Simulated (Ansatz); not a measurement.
A plane-wave DFT run in Ansatz 0.2.0 (scalar-relativistic PAW potentials unless the input names others): input and command.

```yaml
crystal:
  lattice:
    - [0.0, 2.0970417237, 2.0970417237]
    - [2.0970417237, 0.0, 2.0970417237]
    - [2.0970417237, 2.0970417237, 0.0]
  atoms:
    - { symbol: Zr, position: [0.0, 0.0, 0.0] }
basis:
  ecutwfc: "500 eV"
kpoints:
  mp_grid: { grid: [18, 18, 18] }
hamiltonian:
  xc: pbe
  pseudopotentials: { kind: nc, accuracy: standard }
scf:
  occupations: { method: gaussian, width: 0.2 }
output:
  forces: true
  eigenvalues: true
  stress: true
```

```bash
ansatz run input.yaml --threads 1 --pin off --max-ram 1331MiB --backend cpu --events-out ev --progress --plain --runs-dir out
```

Abridged log:
```
Warning: basis.ecutwfc = 500 eV is below the records' recommended 897.975746 eV, and the density's cutoff is lower with it unless basis.ecutrho_ratio is high enough to keep the records' density cutoff: compare with a run at a higher cutoff
Basis set: ecut = 500 eV, 459 PW (Γ), exchange–correlation on 48×48×48 points (8 copies of the dense FFT grid, shifted against one another)
Bands: 10, of which v1, the nominal top of the filled ones, is band 6 counted from 1 (5 counted from 0)
Symmetry: 48 space group operations
k-points: 195 of 5832
SCF iter   1: F=—  HF=-1376.299391 eV  |F-HF|=—  |Δ(HF+E_count)|=         —  Δρ=3.84e-2  dr2=1.95e-1  ethr=3.10e-3  ⟨swp⟩=5.4  Hψ=13232  notcnv=0
SCF iter   2: F=—  HF=-1376.226598 eV  |F-HF|=—  |Δ(HF+E_count)|=   7.28e-2  Δρ=1.24e-2  dr2=9.41e-3  ethr=1.62e-3  ⟨swp⟩=3.0  Hψ=5182  notcnv=0  defer=1
SCF iter   3: F=—  HF=-1376.227806 eV  |F-HF|=—  |Δ(HF+E_count)|=   1.21e-3  Δρ=3.95e-3  dr2=5.85e-4  ethr=7.84e-5  ⟨swp⟩=2.4  Hψ=2952  notcnv=0  defer=1
SCF iter   4: F=—  HF=-1376.228344 eV  |F-HF|=—  |Δ(HF+E_count)|=   5.38e-4  Δρ=9.42e-5  dr2=5.86e-7  ethr=4.87e-6  ⟨swp⟩=2.0  Hψ=3044  notcnv=0  defer=1
SCF iter   5: F=—  HF=-1376.228344 eV  |F-HF|=—  |Δ(HF+E_count)|=   3.14e-9  Δρ=8.81e-6  dr2=3.22e-9  ethr=8.33e-10  ⟨swp⟩=7.1  Hψ=11220  notcnv=0
SCF iter   6: F=-1376.228344 eV  HF=-1376.228344 eV  |F-HF|=1.84e-11  |Δ(HF+E_count)|=  3.97e-10  Δρ=9.00e-7  dr2=2.30e-11  ethr=2.69e-11  ⟨swp⟩=1.8  Hψ=5993  notcnv=0
SCF 1 converged in 6 iterations: F = -1376.228344 eV  dr2 = 2.30e-11
SCF converged after 6 iterations
Free energy (F): -1376.228344 eV
Harris-Foulkes:  -1376.228344 eV  (|F-HF|=1.84e-11)
Internal energy: -1376.206837 eV  (E = F + TS)
E sigma→0 (E₀):  -1376.217591 eV
Entropy (-TS):   -0.021506 eV (-21.506 meV/atom)
Fermi energy:    18.248288 eV
--- Forces (eV/Å), atoms counted from 1 ---
  atom   1  Zr     0.00000000     0.00000000     0.00000000
--- Stress (GPa, compression-positive) ---
       29.987233       0.000000       0.000000
        0.000000      29.987233       0.000000
        0.000000       0.000000      29.987233
  P = ⅓ Tr σ = 29.9872 GPa (299.872 kbar)
```

Apart from outputs, empty bands and the relaxation, which only the reference makes, the input differs from a reference run on usual settings in hamiltonian.pseudopotentials: not typed → {"kind": "nc", "accuracy": "standard"}; scf.occupations.width: 0.1 → 0.2; basis.ecutwfc: 420 → "500 eV". The reference, at the same geometry, ended its own course with pressure 30.00 GPa, largest force 0.000 eV/Å, no gap on the mesh. This run converged in 6 SCF iterations with a total energy on another zero, pressure 29.99 GPa, largest force 0.000 eV/Å, no gap on the mesh. Its smearing width and cutoff are looser than usual. The Hamiltonian differs as well, so the change in the result can't be put down to that alone.